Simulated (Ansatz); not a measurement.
# Relaxation path: fcc Mn (111), 5 layers

DFT, r2SCAN, PAW with Ansatz's default frozen-core files, scalar-relativistic (Ansatz 0.2.0); a Γ-centred 17×17×1 k mesh, Fermi–Dirac smearing of 0.05 eV, spin-polarised from start moments Mn1 3, Mn2 3, Mn3 3, Mn4 3, Mn5 3 μB. The run relaxes the atoms in the fixed cell.

Command: `ansatz run input.yaml --threads 3 --pin off --max-ram 9216MiB --backend cpu --events-out ev --progress --plain --runs-dir out` It took 3.9 min on 3 threads of Intel(R) Xeon(R) Platinum 8375C CPU @ 2.90GHz (Ice Lake), with other jobs on the host, peak memory 1.5 GiB.

```yaml
crystal:
  lattice:
    - [2.7954377956, 0.0, 0.0]
    - [-1.3977188978, 2.4209201457, 0.0]
    - [0.0, 0.0, 25.1299]
  atoms:
    - { symbol: Mn, position: [0.833333333, 0.166666667, 0.3183466389], spin: 3.0 }
    - { symbol: Mn, position: [0.166666667, 0.833333333, 0.4091733192], spin: 3.0 }
    - { symbol: Mn, position: [0.5, 0.5, 0.5], spin: 3.0 }
    - { symbol: Mn, position: [0.833333333, 0.166666667, 0.5908266808], spin: 3.0 }
    - { symbol: Mn, position: [0.166666667, 0.833333333, 0.6816533611], spin: 3.0 }
magnetization:
  spin_polarized: true
kpoints:
  mp_grid: { grid: [17, 17, 1] }
scf:
  occupations: { method: fermi_dirac, width: 0.05 }
hamiltonian:
  xc: r2scan
  pseudopotentials: { kind: paw }
output:
  forces: true
  stress: true
  eigenvalues: true
  write_density: true
  write_potential: true
  elf: true
  volumetric_format: npy
relax:
  f_tol: 0.01
  max_steps: 40
efield:
  axis: 3
  amplitude: 0
  dipole_correction: true
```

Each step lists its free energy a cell above the last geometry, and Cartesian positions (Å) with forces (eV/Å).

The first step:

```
step 1  dF = 31.48 meV
  Mn 2.0966 0.4035 8.0000   0.0000 0.0000 0.2568
  Mn -0.6989 2.0174 10.2825   0.0000 0.0000 -0.3752
  Mn 0.6989 1.2105 12.5649   0.0000 0.0000 0.0000
  Mn 2.0966 0.4035 14.8474   0.0000 0.0000 0.3752
  Mn -0.6989 2.0174 17.1299   0.0000 0.0000 -0.2568
```

Antiferromagnetic order, which Cr and Mn prefer near zero pressure, wasn't tried. Other magnetic orders may lie lower. The PAW files were made under PBE.

Q: Where does the relaxation end, and by which steps?

A: After 3 geometries, with a shortest distance of 2.719 Å and a cell moment of 19.92 μB. The further steps:
```
step 2  dF = 0.06 meV
  Mn 2.0966 0.4035 8.0487   0.0000 0.0000 0.0053
  Mn -0.6989 2.0174 10.2389   0.0000 0.0000 -0.0195
  Mn 0.6989 1.2105 12.5649   0.0000 0.0000 0.0000
  Mn 2.0966 0.4035 14.8910   0.0000 0.0000 0.0195
  Mn -0.6989 2.0174 17.0812   0.0000 0.0000 -0.0053
step 3  dF = 0.00 meV
  Mn 2.0966 0.4035 8.0437   0.0000 0.0000 0.0027
  Mn -0.6989 2.0174 10.2323   0.0000 0.0000 0.0042
  Mn 0.6989 1.2105 12.5649   0.0000 0.0000 0.0000
  Mn 2.0966 0.4035 14.8976   0.0000 0.0000 -0.0042
  Mn -0.6989 2.0174 17.0862   0.0000 0.0000 -0.0027
```
